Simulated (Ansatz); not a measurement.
**Zone-centre phonons of SnS₂ at 30 GPa: input and output**

Theory: DFT PBEsol, scalar-relativistic, plane waves, PAW in Ansatz.

Launched with:
```bash
ansatz run input.yaml --threads 1 --pin off --max-ram 3072MiB --backend cpu --events-out ev --progress --plain --runs-dir out
```

Input (bare energies are in eV):
```yaml
crystal:
  lattice:
    - [3.4440443391, 0.0, 0.0]
    - [-1.7220221695, 2.9826298894, 0.0]
    - [0.0, 0.0, 4.7483889058]
  atoms:
    - { symbol: Sn, position: [0.0, 0.0, 0.0] }
    - { symbol: S, position: [0.6666666667, 0.3333333333, 0.3073474338] }
    - { symbol: S, position: [0.3333333333, 0.6666666667, 0.6926525662] }
basis:
  ecutwfc: 420
kpoints:
  mp_grid: { grid: [12, 12, 10] }
hamiltonian:
  xc: pbesol
scf:
  occupations: { method: fermi_dirac, width: 0.15 }
output:
  eigenvalues: true
phonons:
  method: dfpt
  eigenvectors: true
```

The end of the output:
```
--- Phonons (Γ-DFPT): 4 representative perturbations + reference, on 398 of 1440 k-points (Σ response iterations 12) ---
  k mesh reduced under 2 symmetry operations, with k and −k counted as one. Each operation leaves every solved perturbation unchanged. A smaller set is not used because it would not reduce the number of displacements ...
  ASR residual: 4.662e-5 → 0.000e0 eV/Å²; symmetrization residual: 6.149e-6 eV/Å²
  ASR residual per site (eV/Å²): 1.41e-5 4.66e-5 4.66e-5
  Γ frequencies (cm⁻¹): 0.00 0.00 0.00 264.04 264.04 324.02 324.02 356.82 368.27
  non-analytic LO–TO correction: not included (Born effective charges unavailable; polar crystals: no LO–TO splitting at Γ)
```

Time: 2.1 min on 1 thread of Intel(R) Xeon(R) Platinum 8259CL CPU @ 2.50GHz (Skylake/Cascade Lake) (shared host), peak memory 1.3 GiB.

In a metal, frequencies and elastic constants depend on the k mesh and the smearing, soft modes and shear constants most. Spin–orbit coupling is left out, which matters for heavy elements. Other phases may be more stable at this pressure. A semilocal functional can close a gap that the real compound has.